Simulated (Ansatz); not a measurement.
Born–Oppenheimer molecular dynamics of a periodic cell of 16 atoms, Li (start crystal Li, start structure bcc, volume 1.1 times the crystal's). It goes on from the last frame of an earlier run, with new velocities.

Method: DFT PBE-D3(BJ), scalar-relativistic, plane waves, PAW (Ansatz). Settings: cutoff 420 eV, k mesh 2x2x2, fermi-dirac smearing 0.1 eV, no spin polarisation.

```yaml
ensemble: NVT, Langevin thermostat
time_step: 1 fs
steps_asked: 229
set_temperature: 720 K
friction: 0.02 /fs
temperature_schedule: 172 steps to 300 K, then 57 steps to 300 K
seed: 118200
```

Frames 5 fs apart, positions in Å, forces in eV/Å.

Velocities at 100.0 fs (Å/ps):

```
Li -3.69 6.10 -7.86
Li 1.46 -2.47 -0.11
Li -5.02 9.93 9.12
Li 20.32 2.43 -13.05
Li 0.42 2.62 -7.99
Li 19.70 -10.21 3.61
Li 5.73 0.45 -9.12
Li -18.06 -4.00 -6.73
Li 2.15 6.12 14.19
Li -15.21 -10.72 -0.15
Li -9.18 7.56 -8.99
Li 5.83 1.41 -14.18
Li 0.57 -1.18 14.40
Li 7.36 -15.10 1.87
Li -14.66 -9.91 2.20
Li -3.25 1.40 -4.08
```

```xyz
16
Lattice="7.2053 0.0000 0.0000 0.0000 7.2053 0.0000 0.0000 0.0000 7.2053" Properties=species:S:1:pos:R:3:forces:R:3 time_fs=100.0 energy_less_start_eV=0.201 T=676
Li -0.177 -0.316 1.019 0.18 0.13 -0.68
Li 3.954 -0.478 0.776 -0.08 0.87 -0.45
Li -0.122 3.152 0.067 0.07 0.23 0.09
Li 0.033 -0.076 3.592 0.05 -0.20 0.52
Li 1.780 1.531 2.004 0.15 0.04 -0.13
Li 3.554 2.804 -0.314 0.08 0.42 0.53
Li 3.640 0.055 3.997 -0.13 -0.10 -0.22
Li 5.723 1.775 2.192 -0.58 0.01 -0.12
Li 0.095 3.214 3.905 0.12 0.16 0.24
Li 2.385 5.159 1.875 -0.57 -0.37 0.24
Li 1.637 1.128 6.147 -0.11 0.02 -0.21
Li 3.401 3.051 4.083 0.07 0.15 -0.11
Li 5.467 5.092 1.962 0.03 -0.62 0.41
Li 5.439 1.228 5.817 0.35 -0.15 -0.02
Li 1.385 5.690 6.081 0.16 -0.41 -0.11
Li 5.100 5.388 5.674 0.20 -0.20 0.02
16
Lattice="7.2053 0.0000 0.0000 0.0000 7.2053 0.0000 0.0000 0.0000 7.2053" Properties=species:S:1:pos:R:3:forces:R:3 time_fs=105.0 energy_less_start_eV=-0.011 T=672
Li -0.189 -0.286 0.980 0.10 0.09 -0.63
Li 3.963 -0.483 0.775 -0.16 0.72 -0.38
Li -0.162 3.214 0.123 0.05 0.16 0.06
Li 0.113 -0.073 3.542 -0.01 -0.18 0.52
Li 1.776 1.553 1.956 0.15 0.07 -0.12
Li 3.642 2.765 -0.289 0.01 0.41 0.44
Li 3.655 0.070 3.958 -0.16 -0.11 -0.20
Li 5.635 1.767 2.163 -0.41 0.02 -0.03
Li 0.096 3.243 3.973 0.05 0.07 0.13
Li 2.301 5.104 1.880 -0.45 -0.28 0.17
Li 1.599 1.163 6.104 -0.06 0.02 -0.18
Li 3.434 3.059 4.002 0.06 0.14 -0.01
Li 5.470 5.086 2.026 0.03 -0.51 0.37
Li 5.465 1.153 5.829 0.39 -0.07 -0.06
Li 1.319 5.638 6.086 0.20 -0.29 -0.12
Li 5.092 5.404 5.649 0.20 -0.23 0.02
16
Lattice="7.2053 0.0000 0.0000 0.0000 7.2053 0.0000 0.0000 0.0000 7.2053" Properties=species:S:1:pos:R:3:forces:R:3 time_fs=110.0 energy_less_start_eV=-0.221 T=773
Li -0.192 -0.253 0.902 0.02 0.03 -0.45
Li 3.962 -0.457 0.765 -0.24 0.52 -0.28
Li -0.192 3.297 0.179 0.02 0.04 0.04
Li 0.173 -0.071 3.536 -0.09 -0.18 0.39
Li 1.781 1.564 1.914 0.12 0.10 -0.11
Li 3.719 2.735 -0.256 -0.07 0.39 0.33
Li 3.652 0.080 3.926 -0.18 -0.13 -0.17
Li 5.535 1.764 2.146 -0.19 -0.01 0.01
Li 0.090 3.284 4.042 0.00 -0.01 0.04
Li 2.204 5.036 1.885 -0.30 -0.16 0.11
Li 1.540 1.186 6.037 0.03 0.05 -0.11
Li 3.484 3.063 3.893 0.02 0.13 0.12
Li 5.459 5.072 2.086 0.04 -0.36 0.30
Li 5.487 1.076 5.853 0.39 0.03 -0.11
Li 1.273 5.577 6.087 0.25 -0.19 -0.14
Li 5.082 5.404 5.622 0.19 -0.25 0.02
16
Lattice="7.2053 0.0000 0.0000 0.0000 7.2053 0.0000 0.0000 0.0000 7.2053" Properties=species:S:1:pos:R:3:forces:R:3 time_fs=115.0 energy_less_start_eV=-0.340 T=843
Li -0.189 -0.232 0.815 -0.03 -0.03 -0.23
Li 3.951 -0.395 0.742 -0.28 0.30 -0.17
Li -0.208 3.350 0.244 -0.02 -0.03 0.01
Li 0.253 -0.073 3.535 -0.17 -0.17 0.26
Li 1.804 1.587 1.872 0.06 0.10 -0.09
Li 3.792 2.726 -0.208 -0.13 0.35 0.20
Li 3.612 0.099 3.894 -0.17 -0.15 -0.10
Li 5.454 1.765 2.151 0.03 -0.07 0.02
Li 0.106 3.328 4.117 -0.05 -0.07 -0.05
Li 2.104 4.980 1.897 -0.16 -0.06 0.06
Li 1.465 1.217 5.988 0.15 0.08 -0.04
Li 3.554 3.079 3.796 -0.06 0.13 0.24
Li 5.443 5.043 2.158 0.03 -0.16 0.19
Li 5.530 0.999 5.876 0.32 0.15 -0.20
Li 1.250 5.530 6.053 0.29 -0.11 -0.12
Li 5.070 5.414 5.593 0.19 -0.27 0.02
16
Lattice="7.2053 0.0000 0.0000 0.0000 7.2053 0.0000 0.0000 0.0000 7.2053" Properties=species:S:1:pos:R:3:forces:R:3 time_fs=120.0 energy_less_start_eV=-0.321 T=757
Li -0.185 -0.221 0.718 -0.04 -0.09 0.01
Li 3.943 -0.337 0.702 -0.31 0.11 -0.07
Li -0.205 3.390 0.303 -0.07 -0.08 -0.02
Li 0.327 -0.070 3.522 -0.25 -0.16 0.15
Li 1.842 1.606 1.833 0.00 0.11 -0.07
Li 3.862 2.744 -0.160 -0.16 0.31 0.07
Li 3.551 0.111 3.873 -0.13 -0.16 -0.04
Li 5.364 1.782 2.173 0.26 -0.17 -0.02
Li 0.116 3.357 4.198 -0.11 -0.13 -0.15
Li 2.014 4.912 1.892 -0.04 0.03 0.04
Li 1.397 1.248 5.944 0.28 0.10 0.02
Li 3.616 3.109 3.722 -0.19 0.12 0.36
Li 5.419 5.009 2.243 0.05 0.02 0.07
Li 5.595 0.925 5.888 0.19 0.30 -0.30
Li 1.243 5.478 5.983 0.31 -0.02 -0.07
Li 5.059 5.428 5.555 0.18 -0.31 0.02
16
Lattice="7.2053 0.0000 0.0000 0.0000 7.2053 0.0000 0.0000 0.0000 7.2053" Properties=species:S:1:pos:R:3:forces:R:3 time_fs=125.0 energy_less_start_eV=-0.200 T=659
Li -0.174 -0.237 0.611 -0.01 -0.14 0.23
Li 3.910 -0.278 0.680 -0.28 -0.03 -0.04
Li -0.200 3.407 0.341 -0.12 -0.10 -0.04
Li 0.385 -0.069 3.515 -0.29 -0.15 0.04
Li 1.879 1.639 1.791 -0.07 0.10 -0.05
Li 3.924 2.772 -0.122 -0.17 0.28 -0.04
Li 3.477 0.151 3.866 -0.07 -0.18 0.02
Li 5.287 1.796 2.192 0.45 -0.26 -0.05
Li 0.127 3.394 4.258 -0.16 -0.19 -0.24
Li 1.958 4.835 1.884 0.04 0.11 0.04
Li 1.347 1.295 5.905 0.39 0.10 0.06
Li 3.656 3.145 3.678 -0.31 0.11 0.47
Li 5.410 4.973 2.325 0.08 0.17 -0.05
Li 5.664 0.875 5.875 0.04 0.43 -0.37
Li 1.254 5.420 5.912 0.35 0.07 -0.01
Li 5.049 5.449 5.508 0.16 -0.33 0.04
16
Lattice="7.2053 0.0000 0.0000 0.0000 7.2053 0.0000 0.0000 0.0000 7.2053" Properties=species:S:1:pos:R:3:forces:R:3 time_fs=130.0 energy_less_start_eV=-0.051 T=646
Li -0.138 -0.264 0.502 0.01 -0.19 0.39
Li 3.867 -0.229 0.654 -0.23 -0.13 -0.03
Li -0.199 3.440 0.365 -0.16 -0.14 -0.07
Li 0.430 -0.058 3.490 -0.31 -0.15 -0.01
Li 1.927 1.692 1.743 -0.16 0.07 0.00
Li 3.949 2.823 -0.083 -0.15 0.25 -0.13
Li 3.413 0.170 3.866 -0.02 -0.19 0.05
Li 5.234 1.788 2.223 0.56 -0.29 -0.08
Li 0.161 3.430 4.313 -0.24 -0.26 -0.34
Li 1.902 4.776 1.876 0.11 0.18 0.05
Li 1.321 1.331 5.869 0.48 0.11 0.10
Li 3.671 3.189 3.661 -0.41 0.07 0.54
Li 5.413 4.923 2.408 0.11 0.30 -0.16
Li 5.730 0.862 5.850 -0.13 0.50 -0.41
Li 1.286 5.349 5.843 0.40 0.17 0.05
Li 5.038 5.456 5.484 0.16 -0.31 0.06
16
Lattice="7.2053 0.0000 0.0000 0.0000 7.2053 0.0000 0.0000 0.0000 7.2053" Properties=species:S:1:pos:R:3:forces:R:3 time_fs=135.0 energy_less_start_eV=0.104 T=582
Li -0.090 -0.294 0.407 0.02 -0.22 0.48
Li 3.825 -0.153 0.635 -0.16 -0.24 -0.05
Li -0.203 3.472 0.368 -0.17 -0.19 -0.10
Li 0.465 -0.036 3.462 -0.33 -0.17 -0.06
Li 1.984 1.739 1.710 -0.26 0.06 0.04
Li 3.974 2.865 -0.059 -0.14 0.24 -0.20
Li 3.356 0.169 3.878 0.04 -0.18 0.06
Li 5.197 1.802 2.253 0.60 -0.29 -0.06
Li 0.200 3.454 4.355 -0.33 -0.32 -0.43
Li 1.850 4.720 1.868 0.17 0.26 0.06
Li 1.308 1.347 5.830 0.57 0.14 0.15
Li 3.655 3.257 3.671 -0.46 -0.02 0.57
Li 5.408 4.885 2.471 0.15 0.39 -0.24
Li 5.791 0.873 5.806 -0.28 0.51 -0.42
Li 1.355 5.268 5.767 0.44 0.29 0.12
Li 5.025 5.454 5.490 0.16 -0.26 0.07
16
Lattice="7.2053 0.0000 0.0000 0.0000 7.2053 0.0000 0.0000 0.0000 7.2053" Properties=species:S:1:pos:R:3:forces:R:3 time_fs=140.0 energy_less_start_eV=0.192 T=587
Li -0.041 -0.332 0.328 0.03 -0.23 0.49
Li 3.789 -0.083 0.626 -0.08 -0.34 -0.08
Li -0.257 3.483 0.364 -0.12 -0.20 -0.13
Li 0.461 -0.035 3.422 -0.29 -0.16 -0.05
Li 2.037 1.780 1.683 -0.37 0.04 0.10
Li 3.986 2.926 -0.018 -0.13 0.22 -0.26
Li 3.322 0.167 3.901 0.07 -0.17 0.04
Li 5.190 1.815 2.289 0.57 -0.27 -0.03
Li 0.221 3.477 4.396 -0.42 -0.37 -0.50
Li 1.802 4.668 1.846 0.20 0.32 0.08
Li 1.319 1.381 5.799 0.59 0.14 0.17
Li 3.627 3.319 3.703 -0.45 -0.09 0.52
Li 5.434 4.882 2.530 0.14 0.41 -0.27
Li 5.834 0.887 5.765 -0.38 0.51 -0.39
Li 1.434 5.198 5.688 0.47 0.39 0.22
Li 5.009 5.435 5.500 0.17 -0.21 0.09
16
Lattice="7.2053 0.0000 0.0000 0.0000 7.2053 0.0000 0.0000 0.0000 7.2053" Properties=species:S:1:pos:R:3:forces:R:3 time_fs=145.0 energy_less_start_eV=0.191 T=498
Li 0.030 -0.358 0.275 0.00 -0.22 0.43
Li 3.751 -0.021 0.614 0.00 -0.41 -0.12
Li -0.345 3.493 0.346 0.00 -0.19 -0.15
Li 0.441 -0.064 3.380 -0.21 -0.12 -0.01
Li 2.078 1.818 1.664 -0.46 0.01 0.16
Li 3.982 2.979 0.008 -0.13 0.19 -0.29
Li 3.306 0.178 3.929 0.08 -0.17 0.02
Li 5.217 1.803 2.316 0.50 -0.19 0.00
Li 0.249 3.499 4.403 -0.49 -0.41 -0.53
Li 1.752 4.616 1.810 0.21 0.36 0.09
Li 1.352 1.420 5.775 0.57 0.15 0.18
Li 3.594 3.367 3.750 -0.37 -0.15 0.42
Li 5.478 4.897 2.579 0.08 0.38 -0.28
Li 5.868 0.931 5.725 -0.42 0.43 -0.34
Li 1.514 5.153 5.620 0.47 0.44 0.31
Li 5.008 5.392 5.511 0.19 -0.10 0.11
16
Lattice="7.2053 0.0000 0.0000 0.0000 7.2053 0.0000 0.0000 0.0000 7.2053" Properties=species:S:1:pos:R:3:forces:R:3 time_fs=150.0 energy_less_start_eV=0.129 T=517
Li 0.100 -0.386 0.241 -0.04 -0.16 0.34
Li 3.709 0.017 0.584 0.06 -0.46 -0.13
Li -0.443 3.521 0.334 0.12 -0.18 -0.16
Li 0.422 -0.082 3.312 -0.12 -0.10 0.08
Li 2.098 1.845 1.657 -0.51 -0.03 0.21
Li 3.965 3.013 0.047 -0.13 0.18 -0.32
Li 3.313 0.184 3.952 0.07 -0.18 -0.02
Li 5.252 1.788 2.339 0.41 -0.13 0.01
Li 0.248 3.503 4.383 -0.47 -0.36 -0.49
Li 1.724 4.573 1.764 0.20 0.39 0.11
Li 1.417 1.470 5.752 0.46 0.13 0.19
Li 3.558 3.397 3.781 -0.28 -0.19 0.32
Li 5.495 4.934 2.625 0.03 0.33 -0.31
Li 5.878 0.981 5.686 -0.39 0.34 -0.27
Li 1.601 5.135 5.582 0.40 0.40 0.31
Li 5.021 5.334 5.515 0.19 0.00 0.13
16
Lattice="7.2053 0.0000 0.0000 0.0000 7.2053 0.0000 0.0000 0.0000 7.2053" Properties=species:S:1:pos:R:3:forces:R:3 time_fs=155.0 energy_less_start_eV=0.017 T=534
Li 0.145 -0.423 0.191 -0.07 -0.08 0.27
Li 3.645 0.021 0.559 0.14 -0.46 -0.15
Li -0.536 3.539 0.330 0.25 -0.16 -0.15
Li 0.408 -0.097 3.267 -0.04 -0.09 0.14
Li 2.106 1.849 1.667 -0.54 -0.05 0.24
Li 3.943 3.048 0.078 -0.13 0.16 -0.32
Li 3.331 0.178 3.965 0.05 -0.18 -0.05
Li 5.297 1.761 2.366 0.30 -0.07 -0.01
Li 0.212 3.492 4.332 -0.37 -0.25 -0.40
Li 1.717 4.540 1.716 0.17 0.41 0.13
Li 1.497 1.545 5.726 0.34 0.10 0.21
Li 3.506 3.396 3.820 -0.15 -0.21 0.21
Li 5.490 4.988 2.656 -0.05 0.26 -0.34
Li 5.880 1.029 5.638 -0.35 0.28 -0.20
Li 1.696 5.136 5.564 0.27 0.29 0.25
Li 5.033 5.299 5.493 0.17 0.06 0.16
```

Of the whole run (229 fs, mean temperature of the second half 519 K): The schedule's set-point averaged 335 K over the second half and the system 519 K, so it lags behind the ramp. A run of 0.23 ps of so small a system gives no equilibrium averages. Limits of this set-up: coarse k mesh.

Time of the run: 13 min on 1 thread of Arm Neoverse V2, with other jobs on the host, peak memory 0.6 GiB.
